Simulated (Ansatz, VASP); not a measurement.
One calculation of Rb, two programs

INCAR

```
ALGO = Fast ; EDIFF = 1E-6
ENCUT = 520 ; GGA = PE
ISIF = 2 ; ISMEAR = 0
LASPH = T ; LCHARG = T
LELF = T ; LREAL = F
LVHAR = T ; LWAVE = F
NBANDS = 10 ; NELM = 80
PREC = Accurate ; SIGMA = 0.1
```

Contents of KPOINTS:

```
k-points
0
Gamma
  6 6 4
```

File POSCAR:

```
Rb
1.0
    4.8399320055      0.0000000000      0.0000000000
   -2.4199660027      4.1915040693      0.0000000000
    0.0000000000      0.0000000000      4.5223114676
Rb
1
Direct
    0.0000000000      0.0000000000      0.0000000000
```

Input for Ansatz:

```yaml
crystal:
  lattice:
    - [4.8399320055, 0.0, 0.0]
    - [-2.4199660027, 4.1915040693, 0.0]
    - [0.0, 0.0, 4.5223114676]
  atoms:
    - { symbol: Rb, position: [0.0, 0.0, 0.0] }
basis:
  ecutwfc: 420
kpoints:
  mp_grid: { grid: [6, 6, 4] }
hamiltonian:
  xc: pbe
scf:
  occupations: { method: gaussian, width: 0.1 }
  lower_state_search: "off"
output:
  forces: true
  stress: true
  eigenvalues: true
```

Alike in both runs: task single point; functional PBE; k mesh 6 × 6 × 4; occupations gaussian, width 0.1 eV; no spin polarisation.

|  | VASP | Ansatz |
| --- | --- | --- |
| version | VASP 6.6.1 | Ansatz 0.2.0 |
| potentials or method | VASP PAW PBE potentials, release 64 (Rb_sv) | scalar-relativistic, plane waves, PAW |
| plane-wave cutoff (eV) | 520 | 420 |
| valence electrons in the cell | 9 | 9 |

|  | VASP | Ansatz | Ansatz less VASP |
| --- | --- | --- | --- |
| gap on the k mesh at the Fermi level (eV) | none | none | - |
| pressure (GPa) | 0.1 | 0.1 | 0.00 |
| largest component of the traceless stress (GPa) | 0.22 | 0.22 | 0.000 |

A gap of «none» marks a metal or a gap that the smearing closes.
